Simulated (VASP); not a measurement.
# Al2O3 (Corundum) (R-3c) in VASP: further runs

One crystal, Al2O3 (Corundum), is run at these levels: BLYP, PW91, AM05, PBE; tasks: band structure.

Program: VASP 6.6.1. These are calculated values, not measurements. Logs are shortened: lines on timing, memory, paths and dates and some standing lists are left out, and cuts for length are marked.

**Experimental background.**

“Multi-petahertz electron interference in Cr:Al2O3 solid-state material”, 2018, pmc:5906618 quotes, for a bulk crystal of Al2O3: band gap 8.7 eV (optical).

The runs below are set against these values where they give the same quantity.

## 1. The structure

The structure is trigonal, space group R-3c (No. 167). Conventional cell: a = 4.760 Å, b = 4.760 Å, c = 12.996 Å, α = 90.00°, β = 90.00°, γ = 120.00°. Al (site symmetry 3) has 6 O at 1.85 to 1.97 Å as nearest neighbours. Around O (site symmetry 2) lie 4 Al at 1.85 to 1.97 Å.

## 2. Band structure, BLYP

Input file POSCAR:

```
Al2O3
1.0
    2.3802500000      1.3742379782      4.3318666667
   -2.3802500000      1.3742379782      4.3318666667
    0.0000000000     -2.7484759565      4.3318666667
Al O
4 6
Direct
    0.8521600000      0.8521600000      0.8521600000
    0.6478400000      0.6478400000      0.6478400000
    0.1478400000      0.1478400000      0.1478400000
    0.3521600000      0.3521600000      0.3521600000
    0.0566800000      0.7500000000      0.4433200000
    0.7500000000      0.4433200000      0.0566800000
    0.4433200000      0.0566800000      0.7500000000
    0.9433200000      0.2500000000      0.5566800000
    0.2500000000      0.5566800000      0.9433200000
    0.5566800000      0.9433200000      0.2500000000
```

Input file INCAR.step1:

```
SYSTEM = Al2O3
  AGGAC = 1.0
  AGGAX = 1.0
  ALDAC = 0.0
  ALDAX = 1.0
  ALGO = Fast
  EDIFF = 1E-6
  ENCUT = 520
  GGA = B5
  ISIF = 2
  ISMEAR = -1
  LASPH = .True.
  LCHARG = .True.
  LREAL = .False.
  LWAVE = .False.
  NBANDS = 35
  NELM = 100
  PREC = Accurate
  SIGMA = 0.05
```

Input file KPOINTS.step1:

```
k-points
0
Gamma
  7 7 7
  0 0 0
```

Input file INCAR.step2:

```
SYSTEM = Al2O3
  AGGAC = 1.0
  AGGAX = 1.0
  ALDAC = 0.0
  ALDAX = 1.0
  ALGO = Fast
  EDIFF = 1E-6
  ENCUT = 520
  GGA = B5
  ICHARG = 11
  ISIF = 2
  ISMEAR = 0
  LASPH = .True.
  LCHARG = .False.
  LREAL = .False.
  LWAVE = .False.
  NBANDS = 35
  NELM = 100
  PREC = Accurate
  SIGMA = 0.05
```

Input file KPOINTS.step2:

```
path GLB1,BZGX,QFP1Z,LP
20
line-mode
reciprocal
 0.0000000000  0.0000000000  0.0000000000  G
 0.5000000000  0.0000000000  0.0000000000  L

 0.5000000000  0.0000000000  0.0000000000  L
 0.5000000000  0.2337604794 -0.2337604794  B1

 0.7662395206  0.5000000000  0.2337604794  B
 0.5000000000  0.5000000000  0.5000000000  Z

 0.5000000000  0.5000000000  0.5000000000  Z
 0.0000000000  0.0000000000  0.0000000000  G

 0.0000000000  0.0000000000  0.0000000000  G
 0.3668802397  0.0000000000 -0.3668802397  X

 0.6331197603  0.3668802397  0.0000000000  Q
 0.5000000000  0.5000000000  0.0000000000  F

 0.5000000000  0.5000000000  0.0000000000  F
 0.6331197603  0.6331197603  0.2337604794  P1

 0.6331197603  0.6331197603  0.2337604794  P1
 0.5000000000  0.5000000000  0.5000000000  Z

 0.5000000000  0.0000000000  0.0000000000  L
 0.7662395206  0.3668802397  0.3668802397  P
```

Potentials or basis: VASP PAW PBE potentials, release 64 (Al, O).

Command:

```
> cat potpaw_PBE.64/Al/POTCAR potpaw_PBE.64/O/POTCAR > POTCAR
> cp INCAR.step1 INCAR
> cp KPOINTS.step1 KPOINTS
> mpirun -np 1 vasp_std > vasp.out
> cp INCAR.step2 INCAR
> cp KPOINTS.step2 KPOINTS
> mpirun -np 1 vasp_std > vasp.out
```

OUTCAR:

```text
SYSTEM = Al2O3
   EDIFF = 1E-6
   ENCUT = 520
   GGA = B5
   ICHARG = 11
   ISIF = 2
   ISMEAR = 0
   LASPH = .True.
   LREAL = .False.
   NELM = 100
   PREC = Accurate

 ion  position               nearest neighbor table
   1  0.852  0.852  0.852-   8 1.85   9 1.85  10 1.85   6 1.97   7 1.97   5 1.97   2 2.66   3 2.79
                             3 2.79   3 2.79   2 3.22   2 3.22   2 3.22
   2  0.648  0.648  0.648-   9 1.85   8 1.85  10 1.85   5 1.97   7 1.97   6 1.97   1 2.66   4 2.79
                             4 2.79   4 2.79   1 3.22   1 3.22   1 3.22
   3  0.148  0.148  0.148-   5 1.85   6 1.85   7 1.85   9 1.97  10 1.97   8 1.97   4 2.66   1 2.79
                             1 2.79   1 2.79   4 3.22   4 3.22   4 3.22
   4  0.352  0.352  0.352-   6 1.85   5 1.85   7 1.85   8 1.97  10 1.97   9 1.97   3 2.66   2 2.79
                             2 2.79   2 2.79   3 3.22   3 3.22   3 3.22
   5  0.057  0.750  0.443-   3 1.85   4 1.85   2 1.97   1 1.97
   6  0.750  0.443  0.057-   4 1.85   3 1.85   1 1.97   2 1.97
   7  0.443  0.057  0.750-   3 1.85   4 1.85   1 1.97   2 1.97
   8  0.943  0.250  0.557-   1 1.85   2 1.85   4 1.97   3 1.97
   9  0.250  0.557  0.943-   2 1.85   1 1.85   3 1.97   4 1.97
  10  0.557  0.943  0.250-   1 1.85   2 1.85   3 1.97   4 1.97

  LATTYP: Found a trigonal (rhomboedric) cell.
 ALAT       =     5.1302230849
 COS(alpha) =     0.5694707703

  Lattice vectors:

 A1 = (   2.3802500000,   1.3742379782,   4.3318666667)
 A2 = (  -2.3802500000,   1.3742379782,   4.3318666667)
 A3 = (   0.0000000000,  -2.7484759565,   4.3318666667)

Analysis of symmetry for initial positions (statically):
=====================================================================
 Subroutine PRICEL returns:
 Original cell was already a primitive cell.

 Routine SETGRP: Setting up the symmetry group for a
 trigonal (rhombohedral) supercell.

 Subroutine GETGRP returns: Found 12 space group operations
 (whereof  6 operations were pure point group operations)
 out of a pool of 12 trial point group operations.

The static configuration has the point symmetry S_6 .
 The point group associated with its full space group is D_3d.

Analysis of symmetry for dynamics (positions and initial velocities):
=====================================================================
 Subroutine PRICEL returns:
 Original cell was already a primitive cell.

 Routine SETGRP: Setting up the symmetry group for a
 trigonal (rhombohedral) supercell.

 Subroutine GETGRP returns: Found 12 space group operations
 (whereof  6 operations were pure point group operations)
 out of a pool of 12 trial point group operations.

[... 118 lines left out ...]
   POTIM  = 0.5000    time-step for ionic-motion
   TEBEG  =    0.0;   TEEND  =   0.0 temperature during run
   PSTRESS=    0.0 pullay stress
   NELECT =      48.0000    total number of electrons
   NUPDOWN=      -1.0000    fix difference up-down
   EMIN   =  10.00;   EMAX   =-10.00  energy-range for DOS
   EFERMI =   0.00;   METHOD = LEGACY
   ISMEAR =     0;   SIGMA  =   0.05  broadening in eV -4-tet -1-fermi 0-gaus
   EFERMI_NEDOS =   21; number of points for ismear=-14 and -15
   IALGO  =     68    algorithm
   IMIX   =      4    mixing-type and parameters
     AMIX     =   0.40;   BMIX     =  1.00
     AMIX_MAG =   1.60;   BMIX_MAG =  1.00
  volume/ion in A,a.u.               =       8.50        57.37
  Fermi-wavevector in a.u.,A,eV,Ry     =   1.353064  2.556920 24.909299  1.830782
  Thomas-Fermi vector in A             =   2.480350
   LORBIT       =      0    0 simple, 1 ext, 2 COOP (PROOUT), +10 PAW based schemes
   GGA     = B5    functional components
   LHFCALC =     F    Hartree Fock is set to
   AEXX    =    0.0000 exact exchange contribution
   IVDW    =     0    specifies the selected vdW correction
   LEPSILON=     F    determine dielectric tensor
   LRPA    =     F    only Hartree local field effects (RPA)
 non-spin polarized calculation
 RMM-DIIS sequential band-by-band and
 Gauss-broadening in eV      SIGMA  =   0.05
  energy-cutoff  :      520.00
  volume of cell :       85.02
 maximum number of plane-waves:      2309
 NGX is ok and might be reduce to    40

 number of electron      48.0000013 magnetization

 Free energy of the ion-electron system (eV)
  ---------------------------------------------------
  ext. energy  EPLUGINS =         0.00000000
  ---------------------------------------------------
  free energy    TOTEN  =       -71.29076953 eV

  energy without entropy =      -71.29076953  energy(sigma->0) =      -71.29076953

 E-fermi :   6.6893     XC(G=0): -11.1320

 val. band max:        6.4692955001   @ k =   0.0000   0.0000   0.0000
 cond. band min:      12.9485244273   @ k =   0.0000   0.0000   0.0000
 fundamental gap:      6.4792289272
 Fermi energy:         6.6893203019

 k-point     1 :       0.0000    0.0000    0.0000
  band No.  band energies     occupation
      1     -12.6439      2.00000
      2     -10.3318      2.00000
      3     -10.0569      2.00000
      4     -10.0569      2.00000
      5      -9.7475      2.00000
      6      -9.7475      2.00000
[... 901 lines left out ...]
     34      19.6540      0.00000
     35      20.0172      0.00000

 [... further k-points ...]
[... 5 lines left out ...]
  --------------------------------------------------------------------------------------
  -------------------------------------------------------------------------------------
  Total        5.8233790      5.8233790      5.8235442      0.0000000     -0.0000000      0.0000000
  in kB      109.7424844    109.7424844    109.7455966      0.0000000     -0.0000000      0.0000000
  external PRESSURE =     109.7435218 kB  Pullay stress =       0.0000000 kB

 VOLUME and BASIS-vectors are now :
 -----------------------------------------------------------------------------
  energy-cutoff  :      520.00
  volume of cell :       85.02
      direct lattice vectors                 reciprocal lattice vectors
     2.380250000  1.374237978  4.331866667     0.210061968  0.121279334  0.076949121
    -2.380250000  1.374237978  4.331866667    -0.210061968  0.121279334  0.076949121
     0.000000000 -2.748475957  4.331866667     0.000000000 -0.242558668  0.076949121

 POSITION                                       TOTAL-FORCE (eV/Angst)
 -----------------------------------------------------------------------------------
      0.00000     -0.00000     11.07433         0.000000     -0.000000      0.028399
      0.00000     -0.00000      8.41907         0.000000      0.000000     -0.028399
      0.00000     -0.00000      1.92127         0.000000      0.000000     -0.028399
      0.00000     -0.00000      4.57653         0.000000     -0.000000      0.028399
     -1.65027     -0.10988      5.41483         0.014831      0.025688     -0.000000
      0.72998      1.48412      5.41483         0.014831     -0.025688     -0.000000
      0.92030     -1.37424      5.41483        -0.029662      0.000000      0.000000
      1.65027      0.10988      7.58077        -0.014831     -0.025688     -0.000000
     -0.72998     -1.48412      7.58077        -0.014831      0.025688     -0.000000
     -0.92030      1.37424      7.58077         0.029662      0.000000      0.000000
 -----------------------------------------------------------------------------------
    total drift:                               -0.000000     -0.000000      0.000000

  FREE ENERGIE OF THE ION-ELECTRON SYSTEM (eV)
  ---------------------------------------------------
  free  energy   TOTEN  =       -71.2907695277 eV

  energy  without entropy=      -71.2907695277  energy(sigma->0) =      -71.29076953
```

OSZICAR.step1:

```text
N       E                     dE             d eps       ncg     rms          rms(c)
DAV:   1     0.227835099242E+03    0.22784E+03   -0.25550E+04  3080   0.131E+03
DAV:   2    -0.689164479279E+02   -0.29675E+03   -0.28845E+03  3889   0.289E+02
DAV:   3    -0.810810245912E+02   -0.12165E+02   -0.12127E+02  4021   0.598E+01
DAV:   4    -0.811769984773E+02   -0.95974E-01   -0.95922E-01  3848   0.613E+00
DAV:   5    -0.811782773301E+02   -0.12789E-02   -0.12787E-02  3872   0.700E-01    0.193E+01
RMM:   6    -0.709897620074E+02    0.10189E+02   -0.33161E+01  3238   0.271E+01    0.498E+00
RMM:   7    -0.711739220237E+02   -0.18416E+00   -0.27228E+00  3868   0.731E+00    0.349E+00
RMM:   8    -0.711819359933E+02   -0.80140E-02   -0.32255E-01  3635   0.400E+00    0.746E-01
RMM:   9    -0.711687727998E+02    0.13163E-01   -0.47064E-02  3971   0.106E+00    0.290E-01
RMM:  10    -0.711727470316E+02   -0.39742E-02   -0.45684E-02  3961   0.103E+00    0.382E-01
RMM:  11    -0.711694661701E+02    0.32809E-02   -0.84404E-03  3846   0.477E-01    0.837E-02
RMM:  12    -0.711695507696E+02   -0.84600E-04   -0.25052E-03  3963   0.270E-01    0.491E-02
RMM:  13    -0.711695227022E+02    0.28067E-04   -0.10281E-04  3998   0.611E-02    0.265E-02
RMM:  14    -0.711695127181E+02    0.99841E-05   -0.56126E-05  3992   0.379E-02    0.810E-03
RMM:  15    -0.711695138971E+02   -0.11789E-05   -0.47982E-06  3440   0.115E-02    0.668E-03
RMM:  16    -0.711695137864E+02    0.11062E-06   -0.10078E-05  3841   0.150E-02    0.358E-03
RMM:  17    -0.711695136212E+02    0.16520E-06   -0.86904E-07  2781   0.478E-03
   1 F= -.71169514E+02 E0= -.71169514E+02  d E =-.851824E-10
```

It took 10 min on 1 thread of Intel Xeon 6975P-C (Granite Rapids), shared host; peak memory 0.48 GiB.

Results:

```yaml
Band_gap_on_the_k_mesh: 6.48 eV, direct
Band_gap_along_the_path: 6.48 eV, direct
```

Levels at the corners of the path, in eV from the valence-band top:
```
point  band 20  band 21  band 22  band 23  band 24  band 25  band 26  band 27  band 28  band 29
    Γ    -0.48    -0.48    -0.05    -0.05     0.00     6.48     9.42    10.80    11.80    11.80
    L    -1.32    -0.88    -0.88    -0.26    -0.26     9.68     9.68     9.82     9.82    12.05
    L    -1.32    -0.88    -0.88    -0.26    -0.26     9.68     9.68     9.82     9.82    12.05
   B1    -1.17    -0.83    -0.83    -0.49    -0.49     9.91     9.91    10.33    10.33    10.83
    B    -1.17    -0.83    -0.83    -0.49    -0.49     9.91     9.91    10.33    10.33    10.83
    Z    -1.96    -0.38    -0.38    -0.38    -0.38     8.90     8.90    11.25    11.25    12.55
    Z    -1.96    -0.38    -0.38    -0.38    -0.38     8.90     8.90    11.25    11.25    12.55
    Γ    -0.48    -0.48    -0.05    -0.05     0.00     6.48     9.42    10.80    11.80    11.80
    Γ    -0.48    -0.48    -0.05    -0.05     0.00     6.48     9.42    10.80    11.80    11.80
    X    -1.09    -0.87    -0.82    -0.55    -0.28     9.71     9.73     9.98    10.51    10.84
    Q    -1.09    -0.87    -0.82    -0.55    -0.28     9.71     9.73     9.98    10.51    10.84
    F    -1.27    -1.01    -0.90    -0.72    -0.25     9.89     9.92    10.12    10.66    11.32
    F    -1.27    -1.01    -0.90    -0.72    -0.25     9.89     9.92    10.12    10.66    11.32
   P1    -1.05    -1.01    -0.84    -0.73    -0.45     9.95    10.15    10.41    10.55    10.56
   P1    -1.05    -1.01    -0.84    -0.73    -0.45     9.95    10.15    10.41    10.55    10.56
    Z    -1.96    -0.38    -0.38    -0.38    -0.38     8.90     8.90    11.25    11.25    12.55
    L    -1.32    -0.88    -0.88    -0.26    -0.26     9.68     9.68     9.82     9.82    12.05
    P    -1.05    -1.01    -0.84    -0.73    -0.45     9.95    10.15    10.41    10.55    10.56
```

Caveat: the log is that of the step along the path at fixed density, whose energy, stress, charges and moments have no meaning; the PAW data sets were made with another functional, which shifts forces and pressure a little.

(Part 1 of 3 ends here.)
